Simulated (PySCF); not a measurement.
## NMR problem set

Non-relativistic Hamiltonian, in vacuum, equivalent nuclei averaged, a single conformation. B3LYP/pcJ-1 coupling constants (spin–dipole term left out of most H,H and C,H couplings); shieldings: GIAO PBE0/pcSseg-1; GFN2-xTB structure; PySCF.

Scale: $^{1}$H (31.72 ppm), $^{13}$C (186.93 ppm) against TMS (reference shieldings calculated alike). Multiplet labels drop J under 1 Hz and among equivalent protons, and merge close values. Unscaled 3J(H,H) run several per cent high. One-bond C–F couplings are unscaled and too large by tens of Hz. Shifts are as computed. Against solution values, carbons near 30 ppm lie about +3 ppm off and those near 130 ppm about +5 ppm. Of 1211 compounds with measured shifts, 218 miss one by over three times the rms of a fit or turn the order of signals round; such compounds aren't used in these exercises.

(1) C₄H₁₀O. $^{1}$H NMR (400 MHz, computed): δ 3.56 (m, 4H), 1.28 (m, 6H). $^{13}$C{$^{1}$H} NMR (computed): δ 71.3, 18.1. Identify the compound.

(2) C₄H₄F₂. $^{1}$H NMR (600 MHz, computed): δ 3.47 (q, J = 4.8 Hz, 1H), 1.46 (td, J = 4.9, 4.8 Hz, 3H). $^{13}$C{$^{1}$H} NMR (computed): δ 118.9 (C, m), 51.1 (CH, t, J = 17.5 Hz), 24.3 (CH3). Identify the compound.

## Answers

(1) diethyl ether (SMILES CCOCC). Rings plus π bonds: 0. 2 carbon signals for 4 carbons: some carbons are equivalent by symmetry or fast rotation. Carbon types of the structure: 2 × CH2, 2 × CH3, which accounts for all hydrogens. δC 71.3: sp3 CH2 bonded to O; pulled downfield by the heteroatom. δC 18.1: methyl carbon; a saturated carbon with 1 carbon neighbour and no heteroatom attached. δH 3.56: hydrogen on an sp3 CH2 bonded to O; its carbon carries O, hence the downfield position. δH 1.28: hydrogen on a methyl carbon.

The data come from this structure; uniqueness wasn't tested.

(2) `CC1C(F)=C1F`. The formula gives 2 degrees of unsaturation (1 ring in the answer). 3 carbon signals for 4 carbons: some carbons are equivalent by symmetry or fast rotation. Carbon types of the structure: 2 × C, 1 × CH, 1 × CH3, which accounts for all hydrogens. δC 118.9: fully substituted alkene carbon; the olefinic region. δC 51.1: three-membered-ring carbon; a saturated carbon with 3 carbon neighbours and no heteroatom attached. δC 24.3: methyl carbon; a saturated carbon with 1 carbon neighbour and no heteroatom attached. δH 3.47: hydrogen on a three-membered-ring carbon. The protons at 1.46 and 3.47 share a coupling of 4.8 Hz (vicinal).

The data come from this structure; uniqueness wasn't tested.
